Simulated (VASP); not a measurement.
VASP inputs for ZnSe (zincblende)

INCAR, step 1 (PBE orbitals to start from)

```
NBANDS = 16
LASPH = .TRUE.
EDIFF = 1E-5
ENCUT = 520
LWAVE = .TRUE.
LREAL = .FALSE.
ISMEAR = 0
LCHARG = .FALSE.
NELM = 120
GGA = PE
PREC = Accurate
SIGMA = 0.01
```

INCAR, step 2

```
LREAL = .FALSE.
AEXX = 0.25
LCHARG = .FALSE.
ENCUT = 520
SIGMA = 0.01
ALGO = Normal
EDIFF = 1E-7
ISIF = 2
NELM = 120
NSW = 0
PRECFOCK = Fast
IBRION = -1
ISTART = 1
NBANDS = 16
PREC = Accurate
LASPH = .TRUE.
HFSCREEN = 0.2079
GGA = PE
LWAVE = .FALSE.
ISMEAR = 0
LHFCALC = .TRUE.
```

KPOINTS

```
KPOINTS created by Atomic Simulation Environment
0
Gamma
6 6 6
0 0 0
```

KPOINTS_OPT

```
special points
6
Reciprocal
0.0000000000 0.0000000000 0.0000000000 1
0.5000000000 0.0000000000 0.5000000000 1
0.5000000000 0.2500000000 0.7500000000 1
0.3750000000 0.3750000000 0.7500000000 1
0.5000000000 0.5000000000 0.5000000000 1
0.6250000000 0.2500000000 0.6250000000 1
```

POSCAR

```
Zn Se
 1.0000000000000000
     0.0000000000000000    2.8324206797113822    2.8324206797113822
     2.8324206797113822    0.0000000000000000    2.8324206797113822
     2.8324206797113822    2.8324206797113822    0.0000000000000000
 Zn  Se
   1   1
Cartesian
  0.0000000000000000 -0.0000000000000000  0.0000000000000000
  1.4162103398556911  1.4162103398556911  1.4162103398556911
```

VASP ran with the recommended PBE PAW datasets (18 valence electrons in the cell).

Question: Predict the results.

Answer: gap between bands v and c 2.41 eV; least direct gap 2.41 eV; pressure 1.3 GPa.

Band v is the last that the valence electrons fill when counted band by band, and c is the next. Levels in eV from the top of v:

```
point    v−1      v     c   c+1
    Γ   0.00   0.00  2.41  6.94
    X  -2.32  -2.32  3.85  4.50
    W  -3.00  -2.79  6.43  6.89
    K  -3.31  -1.90  4.56  6.76
    L  -0.92  -0.92  3.65  7.49
```
